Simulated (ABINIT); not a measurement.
Crystal: BAs.

```
As B
1.0
     0.00000    2.38850    2.38850
     2.38850    0.00000    2.38850
     2.38850    2.38850    0.00000
As B
1 1
Direct
  0.75000 0.75000 0.75000
  0.00000 0.00000 0.00000
```

```yaml
Program: ABINIT 10.8.3 (patched build)
Task: relaxation of cell and atoms
Functional: PBE
Potentials_or_basis: SG15 NC PBE v1.2
Cutoff: 1143 eV
k_mesh: 8 × 8 × 8
Occupations: fermi-dirac, width 0.05 eV
Spin: no spin polarisation
```

At the start: pressure 2.7 GPa; volume 13.63 Å³/atom.

**Question.** How do energy, volume and symmetry change on relaxing?

**Answer.** Over 4 steps the energy falls by 2.2 meV/atom and the volume is 13.90 Å³/atom (+2.0 %); space group F-43m (No. 216, to 0.05 Å).

The path:
| step | energy change (eV) | largest force (eV/Å) | pressure (GPa) | volume (Å³) |
| --- | --- | --- | --- | --- |
| 1 | 0.0000 | 0.0000 | 2.66 | 27.25 |
| 2 | -0.0029 | 0.0000 | 1.54 | 27.48 |
| 3 | -0.0044 | 0.0000 | 0.04 | 27.79 |
| 4 | -0.0044 | 0.0000 | 0.00 | 27.80 |

Final structure:
```
As B
1.0
     0.00000    2.40427    2.40427
     2.40427    0.00000    2.40427
     2.40427    2.40427    0.00000
As B
1 1
Direct
  0.75000 0.75000 0.75000
  0.00000 0.00000 0.00000
```
